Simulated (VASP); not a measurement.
Level of theory: MS2 meta-GGA, VASP's PBE PAW potentials (set 64) (plane waves; VASP 6.6.1).

VASP ran on this input.

File KPOINTS:
```
Automatic mesh
0
Gamma
5 5 7
0 0 0
```

INCAR:
```
ALGO  =  Normal
EDIFF  =  1E-7
EDIFFG  =  -0.01
ENCUT  =  520
IBRION  =  2
ISIF  =  4
ISMEAR  =  0
LASPH  =  .True.
LCHARG  =  .False.
LMIXTAU  =  .True.
LREAL  =  .False.
LWAVE  =  .False.
METAGGA  =  MS2
NELM  =  100
NSW  =  30
PREC  =  Accurate
SIGMA  =  0.05
SYSTEM  =  MgF2
```

POSCAR:
```
MgF2
1
    4.5639623596     0.0000000000     0.0000000000
    0.0000000000     4.5639623596     0.0000000000
    0.0000000000     0.0000000000     3.0122870073
Mg F
2 4
Direct
  0.0000000000   0.0000000000   0.0000000000
  0.5000000000   0.5000000000   0.5000000000
  0.3031316014   0.3031316014   1.0000000000
  0.8031316014   0.1968683986   0.5000000000
  0.1968683986   0.8031316014   0.5000000000
  0.6968683986   0.6968683986   0.0000000000
```

POTCAR, in this order: Mg F (PBE.64 set). Program: vasp_std.

Output

OSZICAR:
```
       N       E                     dE             d eps       ncg     rms          rms(c)
DAV:   1     0.175015543479E+03    0.17502E+03   -0.17961E+04  1000   0.146E+03
DAV:   2    -0.510644239186E+02   -0.22608E+03   -0.21725E+03  1300   0.344E+02
DAV:   3    -0.601804271198E+02   -0.91160E+01   -0.90835E+01  1104   0.711E+01
DAV:   4    -0.602168217606E+02   -0.36395E-01   -0.36386E-01  1108   0.501E+00
DAV:   5    -0.602169630280E+02   -0.14127E-03   -0.14126E-03  1096   0.320E-01    0.964E+00
DAV:   6    -0.563018120538E+02    0.39152E+01   -0.10382E+01   960   0.299E+01    0.232E+00
DAV:   7    -0.539602350885E+02    0.23416E+01   -0.14656E+01   960   0.467E+01    0.428E+00
DAV:   8    -0.634079595471E+02   -0.94477E+01   -0.61794E-01  1112   0.101E+01    0.563E+00
DAV:   9    -0.495626775383E+02    0.13845E+02   -0.74662E+00   980   0.315E+01    0.354E+00
DAV:  10    -0.485050875021E+02    0.10576E+01   -0.12635E+00   960   0.111E+01    0.876E-01
DAV:  11    -0.485255151133E+02   -0.20428E-01   -0.22324E-02  1048   0.156E+00    0.697E-01
DAV:  12    -0.486695350163E+02   -0.14402E+00   -0.12087E-02   960   0.138E+00    0.640E-01
DAV:  13    -0.489389006647E+02   -0.26937E+00   -0.13668E-01   960   0.419E+00    0.662E-02
DAV:  14    -0.489355948289E+02    0.33058E-02   -0.35706E-03  1084   0.646E-01    0.442E-02
DAV:  15    -0.489391585532E+02   -0.35637E-02   -0.31083E-03   968   0.602E-01    0.773E-02
DAV:  16    -0.489390820863E+02    0.76467E-04   -0.71479E-04  1032   0.291E-01    0.214E-02
DAV:  17    -0.489396756151E+02   -0.59353E-03   -0.19075E-04   976   0.173E-01    0.254E-02
DAV:  18    -0.489396831570E+02   -0.75420E-05   -0.32629E-06  1132   0.210E-02    0.246E-02
DAV:  19    -0.489396900169E+02   -0.68599E-05   -0.50363E-05   996   0.675E-02    0.690E-03
DAV:  20    -0.489397066289E+02   -0.16612E-04   -0.53069E-06  1056   0.265E-02    0.295E-03
DAV:  21    -0.489397048566E+02    0.17723E-05   -0.51858E-07  1048   0.940E-03    0.130E-03
DAV:  22    -0.489397048680E+02   -0.11382E-07   -0.37809E-07   952   0.756E-03
   1 F= -.48939705E+02 E0= -.48939705E+02  d E =-.489397E+02
       N       E                     dE             d eps       ncg     rms          rms(c)
DAV:   1    -0.489391432215E+02    0.56164E-03   -0.26096E-01   960   0.477E+00    0.162E-01
DAV:   2    -0.489395169856E+02   -0.37376E-03   -0.14693E-02   960   0.107E+00    0.945E-02
DAV:   3    -0.489401749223E+02   -0.65794E-03   -0.14387E-03   988   0.388E-01    0.459E-02
DAV:   4    -0.489402022091E+02   -0.27287E-04   -0.50810E-04   968   0.243E-01    0.771E-03
DAV:   5    -0.489402350727E+02   -0.32864E-04   -0.22133E-04  1024   0.162E-01    0.590E-03
DAV:   6    -0.489402373723E+02   -0.22996E-05   -0.30899E-05  1036   0.770E-02    0.234E-03
DAV:   7    -0.489402270717E+02    0.10301E-04   -0.99040E-06  1032   0.468E-02    0.911E-04
DAV:   8    -0.489402266033E+02    0.46836E-06   -0.12043E-06  1020   0.135E-02    0.235E-04
DAV:   9    -0.489402266156E+02   -0.12240E-07   -0.65789E-08   604   0.363E-03
   2 F= -.48940227E+02 E0= -.48940227E+02  d E =-.521748E-03
       N       E                     dE             d eps       ncg     rms          rms(c)
DAV:   1    -0.489400844830E+02    0.14212E-03   -0.44184E-02   960   0.196E+00    0.665E-02
DAV:   2    -0.489401489823E+02   -0.64499E-04   -0.24985E-03   960   0.443E-01    0.389E-02
DAV:   3    -0.489402627397E+02   -0.11376E-03   -0.24486E-04   996   0.160E-01    0.189E-02
DAV:   4    -0.489402671146E+02   -0.43749E-05   -0.85940E-05   964   0.999E-02    0.320E-03
DAV:   5    -0.489402727956E+02   -0.56810E-05   -0.37249E-05  1024   0.664E-02    0.242E-03
DAV:   6    -0.489402730565E+02   -0.26096E-06   -0.49190E-06  1028   0.308E-02    0.989E-04
DAV:   7    -0.489402715167E+02    0.15398E-05   -0.16521E-06  1036   0.192E-02    0.413E-04
DAV:   8    -0.489402714170E+02    0.99732E-07   -0.23258E-07   616   0.604E-03
   3 F= -.48940271E+02 E0= -.48940271E+02  d E =-.566549E-03
```

### OUTCAR
```
------------------------ aborting loop because EDIFF is reached ----------------------------------------
  FORCE on cell =-STRESS in cart. coord.  units (eV):
  Direction    XX          YY          ZZ          XY          YZ          ZX
  --------------------------------------------------------------------------------------
  Total        1.4015833      1.4015833      1.4215307      0.0000000      0.0000000      0.0000000
  in kB       35.7889574     35.7889574     36.2983069      0.0000000      0.0000000      0.0000000
  external PRESSURE =      35.9587406 kB  Pullay stress =       0.0000000 kB
  volume of cell :       62.75
      direct lattice vectors                 reciprocal lattice vectors
     4.559926196  0.000000000  0.000000000     0.219301795 -0.000000000  0.000000000
     0.000000000  4.559926196  0.000000000    -0.000000000  0.219301795  0.000000000
     0.000000000  0.000000000  3.017621947     0.000000000  0.000000000  0.331386773
 POSITION                                       TOTAL-FORCE (eV/Angst)
 -----------------------------------------------------------------------------------
      0.00000      0.00000      0.00000         0.000000     -0.000000      0.000000
      2.27996      2.27996      1.50881         0.000000     -0.000000      0.000000
      1.37975      1.37975      0.00000         0.002322      0.002322      0.000000
      3.65972      0.90021      1.50881         0.002322     -0.002322     -0.000000
      0.90021      3.65972      1.50881        -0.002322      0.002322      0.000000
      3.18017      3.18017      0.00000        -0.002322     -0.002322     -0.000000
 -----------------------------------------------------------------------------------
    total drift:                                0.000000      0.000000      0.000000
  FREE ENERGIE OF THE ION-ELECTRON SYSTEM (eV)
  ---------------------------------------------------
  free  energy   TOTEN  =       -48.9402714170 eV

  energy  without entropy=      -48.9402714170  energy(sigma->0) =      -48.94027142

 reached required accuracy - stopping structural energy minimisation
```
(Selected blocks of OUTCAR.)

**CONTCAR**
```
MgF2
   1.00000000000000
     4.5599261955351453    0.0000000000000000    0.0000000000000000
     0.0000000000000000    4.5599261955351453    0.0000000000000000
     0.0000000000000000    0.0000000000000000    3.0176219468765590
  Mg              F
     2     4
Direct
     0.0000000000000000    0.0000000000000000    0.0000000000000000
     0.5000000000000000    0.5000000000000000    0.5000000000000000
     0.3025824226432392    0.3025824226432392    0.0000000000000000
     0.8025824226432392    0.1974175773567608    0.5000000000000000
     0.1974175773567608    0.8025824226432392    0.5000000000000000
     0.6974175773567608    0.6974175773567608    0.0000000000000000
```

OUTCAR:
```
 val. band max:       -1.3494770080   @ k =   0.0000   0.0000   0.0000

 cond. band min:       6.4433585455   @ k =   0.0000   0.0000   0.0000


 Fermi energy:        -1.0267597153

 k-point     1 :       0.0000    0.0000    0.0000
  band No.  band energies     occupation
      1     -23.7344      2.00000
      2     -22.9286      2.00000
      3     -22.9286      2.00000
      4     -22.8408      2.00000
      5      -5.5734      2.00000
      6      -3.9980      2.00000
      7      -3.5271      2.00000
      8      -3.5271      2.00000
      9      -3.3376      2.00000
     10      -3.3016      2.00000
     11      -2.6296      2.00000
     12      -2.6296      2.00000
     13      -2.0899      2.00000
     14      -1.6783      2.00000
     15      -1.6783      2.00000
     16      -1.3495      2.00000
     17       6.4434      0.00000
     18      11.6807      0.00000
     19      11.6807      0.00000
     20      13.0735      0.00000

 k-point     2 :       0.2000    0.0000    0.0000
  band No.  band energies     occupation
      1     -23.6705      2.00000
      2     -23.0456      2.00000
      3     -22.9116      2.00000
      4     -22.8131      2.00000
      5      -5.4211      2.00000
      6      -3.9805      2.00000
      7      -3.9236      2.00000
      8      -3.3178      2.00000
      9      -3.2749      2.00000
     10      -2.9600      2.00000
     11      -2.7029      2.00000
     12      -2.5793      2.00000
     13      -2.1424      2.00000
     14      -2.0345      2.00000
     15      -1.7100      2.00000
     16      -1.4512      2.00000
     17       6.9568      0.00000
     18      11.0399      0.00000
     19      11.9416      0.00000
     20      13.2219      0.00000

 k-point     3 :       0.4000    0.0000    0.0000
  band No.  band energies     occupation
      1     -23.4960      2.00000
      2     -23.2636      2.00000
      3     -22.8690      2.00000
      4     -22.8250      2.00000
      5      -5.0380      2.00000
...
```

The compound is MgF2 in the rutile structure. This cell is one point of a volume scan, at 0.97 of the reference volume. Symmetry was kept, so distortions that lower it aren't found.
